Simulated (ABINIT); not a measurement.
# NiO in ABINIT: the effect of functional

NiO:

```
Ni O
1.0
     0.00000    2.08590    2.08590
     2.08590    0.00000    2.08590
     2.08590    2.08590    0.00000
Ni O
1 1
Direct
  0.00000 0.00000 0.00000
  0.50000 0.50000 0.50000
```

Alike in all runs:

| Property | Result |
| --- | --- |
| Program | ABINIT 10.8.3 (patched build) |
| Task | band structure |
| Potentials or basis | JTH PAW PBE v2.0 |
| Cutoff | 1333 eV |
| k mesh | 9 × 9 × 9 |
| Occupations | fermi-dirac, width 0.05 eV |
| Spin | collinear spin, ferromagnetic start |
| Starting moments | [1.0, 0.0] μB |

| functional | pressure (GPa) |
| --- | --- |
| AM05 | -11.4 |
| revPBE | ? |
| PW91 | -2.7 |
| WC | -11.4 |

**Question.** What does the run with functional revPBE give?

**Answer.** Pressure 2.5 GPa.

Caveats: small starting moments can end in a higher magnetic state in this program; the PAW data sets were made with another functional, which shifts forces and pressure a little; a cell with one magnetic atom can't hold antiferromagnetic order, which such compounds often take (some runs).
